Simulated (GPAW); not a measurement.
# CoO (P1) in GPAW: single point with PBEsol

Aim: the single point of CoO with PBEsol.

All numbers are computed with GPAW 26.7.0; they aren't measurements. Logs are shortened: lines on timing, memory, paths and dates and some standing lists are left out, and cuts for length are marked. The log counts tension as positive stress, the text compression.

## (1) The cell of the first run

The typed cell holds 2 atoms: a = 2.996 Å, b = 2.996 Å, c = 2.996 Å, α = 60.33°, β = 60.33°, γ = 60.33°.

The cell is a database's computed one.

## (2) Single point, PBEsol, collinear spin, ferromagnetic start (atoms moved at random, drawn with an rms of 0.05 Å)

The input, run.py:

```python
from ase import Atoms
from ase.dft.bandgap import bandgap
from ase.io import write
from ase.units import GPa
from ase.parallel import parprint
from gpaw import GPAW, PW, setup_paths

setup_paths.insert(0, '.')

atoms = Atoms(['Co', 'O'],
              cell=[[1.5054695445, 0.8691832468, 2.4399269062],
                    [-1.5054695445, 0.8691832468, 2.4399269062],
                    [0.0, -1.7383664936, 2.4399269062]],
              scaled_positions=[[-0.003171, 0.000187, 0.006372],
                                [0.470216, 0.515683, 0.509873]],
              pbc=True)
atoms.set_initial_magnetic_moments([2.0, 0.0])

calc = GPAW(mode=PW(800),
            xc='PBEsol',
            kpts={'size': (11, 11, 11), 'gamma': True},
            occupations={'name': 'fermi-dirac', 'width': 0.05},
            nbands=17,
            convergence={'density': 1e-05, 'energy': 1e-05},
            maxiter=150,
            txt='gpaw.txt')
atoms.calc = calc
energy = atoms.get_potential_energy()
forces = atoms.get_forces()
stress = atoms.get_stress()
calc.write('gs.gpw')
write('result.traj', atoms)
parprint(f'Energy: {energy:.6f} eV')
parprint('Forces (eV/A):')
parprint(forces.round(4))
parprint('Stress (GPa):', (stress / GPa).round(3))
parprint('Moments:', calc.get_magnetic_moments().round(3))
parprint('Fermi level:', round(calc.get_fermi_level(), 4), 'eV')
parprint(f'Gap: {bandgap(calc)[0]:.4f} eV, direct: {bandgap(calc, direct=True)[0]:.4f} eV')
```

Potentials or basis: PAW data sets generated in the run's folder for this functional, pw.

Run with:

```sh
$ gpaw-setup -f PBEsol Co O
$ OMP_NUM_THREADS=1 mpirun -n 4 gpaw python run.py
```

gpaw.txt:

```text
__  _  _
 | _ |_)|_||  |
 |__||  | ||/\| - 26.7.0

Input parameters:
  mode=PW(ecut=800.0),
  convergence={'density': 1e-05, 'energy': 1e-05},
  kpts=MonkhorstPack(size=(11, 11, 11), gamma=True),
  maxiter=150,
  nbands=17,
  occupations=Occupations(name='fermi-dirac', width=0.05),
  xc=XC(name='PBEsol')

Diagonalizing LCAO Hamiltonian
Converting LCAO to pw mode

       O

       Co

Atoms  # Å, Bohr magnetons
|   | symbol |         x |         y |        z |    initial magnetic moments |
|---|--------|-----------|-----------|----------|-----------------------------|
| 0 |     Co | -0.005055 | -0.013671 | 0.008266 | ( 0.0000,  0.0000,  2.0000) |
| 1 |      O | -0.068449 | -0.029419 | 3.649574 | ( 0.0000,  0.0000,  0.0000) |

Unit cell  # Å
| periodic |         x |         y |        z |  lengths |    angles |
|----------|-----------|-----------|----------|----------|-----------|
|      yes |  1.505470 |  0.869183 | 2.439927 | 2.995857 | 60.333340 |
|      yes | -1.505470 |  0.869183 | 2.439927 | 2.995857 | 60.333340 |
|      yes |  0.000000 | -1.738366 | 2.439927 | 2.995857 | 60.333340 |

Number of symmetries: 1
Symmetry operations  # r_c * U_cc + t_c -> r_c
|   | kind |            matrix            |
|---|------|------------------------------|
| 0 |  E   |  1, 0, 0,  0, 1, 0,  0, 0, 1 |

BZ-sampling:
  Number of BZ points: 1331
  Number of IBZ points: 666

  Monkhorst-Pack size: [11, 11, 11]
  Monkhorst-Pack shift: [0, 0, 0]

K-points  # in reciprocal-cell coordinates
|     |                                coordinates |     weight |
|-----|--------------------------------------------|------------|
|   0 | (  0.00000000,   0.00000000,   0.00000000) | 0.00075131 |
|   1 | (  0.00000000,   0.00000000,   0.09090909) | 0.00150263 |
|   2 | (  0.00000000,   0.00000000,   0.18181818) | 0.00150263 |
|   3 | (  0.00000000,   0.00000000,   0.27272727) | 0.00150263 |
|   4 | (  0.00000000,   0.00000000,   0.36363636) | 0.00150263 |
|   5 | (  0.00000000,   0.00000000,   0.45454545) | 0.00150263 |
|   6 | (  0.00000000,   0.09090909,  -0.45454545) | 0.00150263 |
|   7 | (  0.00000000,   0.09090909,  -0.36363636) | 0.00150263 |
|   8 | (  0.00000000,   0.09090909,  -0.27272727) | 0.00150263 |
|   9 | (  0.00000000,   0.09090909,  -0.18181818) | 0.00150263 |
| ... |                                            |            |
| 665 | (  0.45454545,   0.45454545,   0.45454545) | 0.00150263 |

Plane wave coefficients: 995
Cutoff: 800.0 eV

Spin-components: 2 (collinear spins)
Bands:           17
Projectors:      11
Spin-degeneracy: 1
Datatype:        complex128

Parallelization:
  kpt:    4
  domain: 1
  band:   1

Density:
  Valence electrons: 15.0
  Components: 2
  Grid points: [20 20 20]
  Charge: 0.0  # |e|

Potential:
  Grid points: [20 20 20]

species:
  Co:
    name:    Cobalt
    Z:       27.0
    valence: 9
    core:    18
    charge:  0.0  # [|e|]
    compensation charges:
      type: gauss
      rc: 0.32  # [Å]
      lmax: 2
    cutoffs:
      filter: 1.87  # [Å]
      core: 2.55  # [Å]
    projectors
    | kind |    occ | energy [eV] | rcut [Å] |
    |------|--------|-------------|----------|
    |   4s |  2.000 |      -5.488 |    1.005 |
    |   4p |  0.000 |      -1.248 |    1.058 |
    |   3d |  7.000 |      -8.230 |    1.005 |
    |    s |        |      21.723 |    1.005 |
    |    p |        |      25.963 |    1.058 |
    |    d |        |      18.981 |    1.005 |

    Using partial waves for Co as LCAO basis

  O:
    name:    Oxygen
    Z:       8.0
    valence: 6
    core:    2
    charge:  0.0  # [|e|]
    compensation charges:
      type: gauss
      rc: 0.21  # [Å]
      lmax: 2
    cutoffs:
      filter: 1.17  # [Å]
      core: 0.83  # [Å]
    projectors
    | kind |    occ | energy [eV] | rcut [Å] |
    |------|--------|-------------|----------|
    |   2s |  2.000 |     -23.808 |    0.688 |
    |   2p |  4.000 |      -8.972 |    0.598 |
    |    s |        |       3.404 |    0.688 |
    |    p |        |      18.239 |    0.598 |
    |    d |        |       0.000 |    0.619 |

    Using partial waves for O as LCAO basis

Reference energy: -39902.827428  # eV

eigensolver:
  PPCG
  Converge bands: occupied
  niter=2

density mixing:
  MSR1-Mixer
  Pratt-step length: 0.05
  Maximum mixing coefficient: 0.75
  Old densities: 10
  SVD Regularization: 0.005
  Good broyden scale: 1.0
  Trust region scale: 1.0
  Backstep threshold: 4.0
  History deletion threshold: 6.0
  Fourier metric: weight=20.0, sigma=0.015

occupation numbers:
  Fermi-Dirac:
    width: 0.0500  # eV

poisson solver:
  ecut: 6400.0  # eV

xc functional:
  name: PBEsol with 2 nearest neighbor stencil

convergence criteria:
- Maximum integral of absolute [dens]ity change: 1e-05 electrons / valence electron
- Maximum [total energy] change in last 3 cyles: 1e-05 eV / valence electron
- Maximum integral of absolute [eigenst]ate change: 4e-08 eV^2 / valence electron
maximum number of iterations: 150

SCF iterations
|iter     | |      energy | eigst |  dens |  magmom |
|---------|-|-------------|-------|-------|---------|
|iter:   1| |  -15.623206 | +0.01 |       |  +2.0014|
|iter:   2| |  -15.490261 | -2.12 | -0.87 |  +2.0349|
|iter:   3| |  -15.258002 | -2.10 | -0.92 |  +2.1847|
|iter:   4| |  -15.298843 | -2.85 | -1.30 |  +2.3122|
|iter:   5| |  -15.355965 | -2.56 | -1.50 |  +2.6113|
|iter:   6| |  -15.375138 | -3.22 | -1.83 |  +2.9099|
|iter:   7| |  -15.368426 | -3.45 | -1.80 |  +2.8715|
|iter:   8| |  -15.369364 | -4.29 | -2.38 |  +2.9573|
|iter:   9| |  -15.369376 | -5.04 | -2.88 |  +2.9354|
|iter:  10| |  -15.369447c| -5.93 | -3.34 |  +2.9435|
|iter:  11| |  -15.369438c| -7.08 | -3.77 |  +2.9410|
|iter:  12| |  -15.369441c| -7.82c| -4.57 |  +2.9415|
|iter:  13| |  -15.369440c| -8.15c| -4.91 |  +2.9413|
|iter:  14| |  -15.369440c| -8.87c| -5.52c|  +2.9413|

Converged in 14 steps
Energy contributions relative to reference atoms: (reference = -39902.827428)

Energy contributions:
  Kinetic:          24.807448
  Coulomb:         -21.831556
  Zero:              0.110906
  External:          0.000000
  Xc:              -18.440512
  Entropy:          -0.031452
  Spinorbit:         0.000000
  ----------------------------
  Free energy:     -15.385166
  Extrapolated:    -15.369440

dipole moment: (7.995350, 4.524873, -6.447011)  # |e|*Ang

Total magnetic moment: (0.000000, 0.000000, 2.941342)

Local magnetic moments
|        x |        y |        z |
|----------|----------|----------|
| 0.000000 | 0.000000 | 2.521758 |  # Co   0
| 0.000000 | 0.000000 | 0.246963 |  # O    1

Fermi level: 8.824
Eigenvalues  # (at kpt = [0.000, 0.000, 0.000])
| band index |      eig [eV] | occ [0-1] |      eig [eV] | occ [0-1] |
|------------|---------------|-----------|---------------|-----------|
|          0 |       -11.586 |     1.000 |       -11.054 |     1.000 |
|          1 |         5.108 |     1.000 |         5.978 |     1.000 |
|          2 |         5.156 |     1.000 |         5.985 |     1.000 |
|          3 |         5.218 |     1.000 |         6.034 |     1.000 |
|          4 |         5.582 |     1.000 |         7.688 |     1.000 |
|          5 |         5.634 |     1.000 |         7.722 |     1.000 |
[... 9 lines left out ...]
|         15 |        30.044 |     0.000 |        31.025 |     0.000 |
|         16 |        30.162 |     0.000 |        31.152 |     0.000 |

No gap
No difference between direct/indirect transitions

Forces  # eV/Ang
|        x |        y |        z |
|----------|----------|----------|
| -0.03511 | -0.00449 | -0.00676 |  # Co   0
|  0.03508 |  0.00450 |  0.00677 |  # O    1

Stress tensor  # eV/Ang^3
|         x |        y |         z |
|-----------|----------|-----------|
|  0.048563 | 0.001258 | -0.000063 |
|  0.001258 | 0.048761 |  0.002114 |
| -0.000063 | 0.002114 |  0.049996 |

# Writing to gs.gpw (mode='')
```

Wall time 86 s (4 MPI ranks of Arm Neoverse V2, shared host); peak memory 0.3 GiB.

What came out:

- Free energy: -15.3852 eV
- Pressure: -7.9 GPa
- Largest force: 0.036 eV/Å
- Band gap on the k mesh: none (metal or under the smearing width)
- Net moment: 2.94 μB per cell
- Site moments: Co +2.52; O +0.25 μB

Forces in eV/Å, atoms in the order of the input:
```
Co  -0.035 -0.004 -0.007
O    0.035  0.004  0.007
```

Levels at points of the mesh, in eV from the Fermi level:
Spin up:
| k point | band 7 | band 8 | band 9 | band 10 | band 11 | band 12 |
| --- | --- | --- | --- | --- | --- | --- |
| (0.00, 0.00, 0.00) | -2.98 | -2.95 | -2.93 | 0.74 | 16.49 | 17.72 |
Spin down:
```csv
k point,band 4,band 5,band 6,band 7,band 8,band 9
"(0.00, 0.00, 0.00)",-2.79,-1.14,-1.10,-1.06,-0.12,-0.08
```

Caveat: a cell with one magnetic atom can't hold antiferromagnetic order, which such compounds often take; semilocal functionals often make such compounds metallic where correlation or magnetic order opens a gap, which also shifts bond lengths.
